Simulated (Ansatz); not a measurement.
**Ionic part of the dielectric constant of CaF2 at -1 GPa, mode by mode**

The calculation used DFT PBE, scalar-relativistic, plane waves, PAW in Ansatz 0.2.0. Plane waves to 420 eV; Γ-centred k mesh 8×8×8; fixed occupations. No spin polarisation. Phonons by linear response, acoustic sum rule imposed.

Symmetry: Fm-3m, No. 225, cubic system. The conventional cell has a = 5.535 Å, b = 5.535 Å, c = 5.535 Å, α = 90.00°, β = 90.00°, γ = 90.00°. Ca (site symmetry m-3m) is surrounded by 8 F at 2.40 Å. F (site symmetry -43m) has 4 Ca at 2.40 Å as nearest neighbours.

The primitive cell has V = 42.40 Å³ and ε∞,zz = 2.256. Each polar mode adds Δε = (4.92064×10⁷/V)·S/ν² along z, with S its oscillator strength in e²/amu, ν in cm⁻¹ and V in Å³.

Question: From these modes, find each Δε and ε0,zz.
```
ν (cm⁻¹) S_zz (e²/amu)
   219.6         0.2862
```

Answer:
| ν (cm⁻¹) | Δε |
| --- | --- |
| 219.6 | 6.88 |

The sum is 6.885, so ε0,zz = 9.14; the run's tensor has 9.14.

Question: Where do the longitudinal modes lie for a wave vector along z?

Answer: At 442 cm⁻¹. The Lyddane–Sachs–Teller product Π(ν_LO/ν_TO)² = 4.05 matches ε0/ε∞ = 4.05.

Cost: 1 run of about 0.55 core-minutes, on Intel Xeon Platinum 8259CL (Skylake/Cascade Lake) (shared hosts).

Lattice polarisation dominates the static response of CaF2: the single polar mode contributes 6.88 to ε0, against an electronic ε∞ of only 2.256. The small electronic part reflects tightly bound F 2p electrons and a wide gap. The large ionic part comes from the Ca sublattice moving against the F sublattice, with oscillator strength consistent with effective charges somewhat above the nominal ionic values. The same dipole activity creates the macroscopic field that lifts the longitudinal mode to 442 cm⁻¹, far above the transverse one at 219.6 cm⁻¹.

The transverse frequency is lower, and ε0 higher, than is known for fluorite at ambient conditions. The likely cause is the expanded lattice, from the tensile pressure together with PBE's usual underbinding. Longer Ca–F contacts weaken the short-range repulsion that opposes the dipolar forces, and the inverse-square dependence on frequency amplifies this softening in ε0. A single pressure cannot separate the effect of the applied tension from that of the functional.
